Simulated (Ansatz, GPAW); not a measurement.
## Bi: programs and potentials compared

```
CELL_PARAMETERS angstrom
-1.98143 1.98143 1.98143
1.98143 -1.98143 1.98143
1.98143 1.98143 -1.98143
ATOMIC_POSITIONS crystal
Bi 0.00000 0.00000 0.00000
```

This isn't the form of Bi at room conditions, which is rhombohedral.

Alike in all runs: task band structure; functional PBEsol; k mesh 9 × 9 × 9; occupations fermi-dirac, width 0.05 eV; no spin polarisation; no spin-orbit coupling. Pressure is positive in compression and, in plane waves, holds the error of the finite cutoff, which Ansatz's Pulay term estimates and takes out.

```csv
program and potentials,plane-wave cutoff (eV),notes,band gap (eV),pressure (GPa)
"Ansatz, PAW datasets made for the crystal",260,-,no gap,-1.95
"GPAW, PAW data sets generated for this functional",600,-,no gap,-2.08
"Ansatz, all-electron LAPW, scalar-relativistic",-,-,no gap,-1.95
```

None finds a gap. The pressure spans -2.08 (GPAW, PAW data sets generated for this functional) to -1.95 GPa (Ansatz, all-electron LAPW, scalar-relativistic), with all-electron results at -1.95.

The functional is the same throughout but for its coding, so the spread measures potentials, basis and numerics; runs on potential files found faulty are left out.

The metallic result follows from electron counting. With one Bi atom per primitive cell, the number of valence electrons is odd, so spin-degenerate bands can't all be completely filled or empty. The missing gap is therefore a weak test of the potentials. In the rhombohedral form, a Peierls-like distortion pairs the atomic layers, doubles the cell and splits the partly filled 6p bands, leaving a semimetal; the body-centred cubic cell here excludes that distortion.

Pressure is the more telling comparison. All three runs put the crystal under tension, so at this functional's level the cubic cell would tend to contract. Body-centred cubic Bi is known as a high-pressure phase, and this cell thus lies well away from the compressed conditions where it is stable. The Ansatz PAW and all-electron values coincide at -1.95 GPa, which supports the PAW description of the core at this volume, while GPAW's slightly stronger tension probably reflects differences in dataset construction or residual basis error. Agreement at a single volume doesn't establish equal compressibilities.
